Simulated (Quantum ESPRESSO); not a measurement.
## NbP in Quantum ESPRESSO: the effect of Hubbard term

The system is NbP.

```
CELL_PARAMETERS angstrom
-1.67492 1.67492 5.74011
1.67492 -1.67492 5.74011
1.67492 1.67492 -5.74011
ATOMIC_POSITIONS crystal
Nb 0.24988 0.74988 0.50000
Nb 0.49988 0.49988 0.00000
P 0.83275 0.33275 0.50000
P 0.08275 0.08275 0.00000
```

The cell is a database's computed one.

Alike in all runs:

| Property | Result |
| --- | --- |
| Program | Quantum ESPRESSO 7.5 |
| Task | single point |
| Functional | PBEsol |
| Potentials or basis | GBRV 1.5 PBEsol |
| Cutoff | 612 eV |
| Density cutoff | 4898 eV |
| k mesh | 11 × 11 × 11 |
| Occupations | fermi-dirac, width 0.05 eV |
| Spin | no spin polarisation |
| Hubbard projectors | ortho-atomic |
| Mixing beta | 0.3 |
| Most SCF iterations | 120 |
| SCF threshold | 8e-10 Ry |

Task: One run gave: pressure -2.2 GPa. Which Hubbard term did it use?
A. Nb d U = 8 eV
B. Nb d U = 6 eV
C. Nb d U = 1 eV
D. Nb d U = 4 eV
E. none

Result: A.

| Hubbard term | pressure (GPa) |
| --- | --- |
| none | -6.7 |
| Nb d U = 1 eV | -6.3 |
| Nb d U = 2 eV | -5.9 |
| Nb d U = 3 eV | -5.4 |
| Nb d U = 4 eV | -4.9 |
| Nb d U = 5 eV | -4.3 |
| Nb d U = 6 eV | -3.4 |
| Nb d U = 8 eV | -2.2 |

Caveats: U without spin polarisation on a metal has little footing (some runs); the U is typed as a test and isn't derived for this compound (some runs).
